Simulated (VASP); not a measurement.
**Li2Se: band structure with LDA**

The system is Li2Se.

```xyz
3
Lattice="0.0000 3.0025 3.0025 3.0025 0.0000 3.0025 3.0025 3.0025 0.0000" Properties=species:S:1:pos:R:3 pbc="T T T"
Se    0.0000    0.0000    0.0000
Li    4.5038    4.5038    4.5038
Li    1.5012    1.5012    1.5012
```

| Property | Result |
| --- | --- |
| Program | VASP 6.6.1 |
| Task | band structure |
| Functional | LDA |
| Potentials or basis | VASP PAW LDA potentials, release 64 (Se, Li_sv) |
| Cutoff | 520 eV |
| k mesh | 6 × 6 × 6 |
| Occupations | fermi-dirac, width 0.05 eV |
| Spin | spin-orbit coupling, no magnetisation |
| Further INCAR settings | ALGO = Normal; EDIFF = 1e-06; NBANDS = 25 |

| Property | Result |
| --- | --- |
| Valence electrons inside the program's atomic spheres | Se 3.92; Li 2.08 |

Wall time 2.8 min on 1 thread of Intel(R) Xeon(R) 6975P-C (Granite Rapids), on a shared host, peak memory 0.27 GiB.
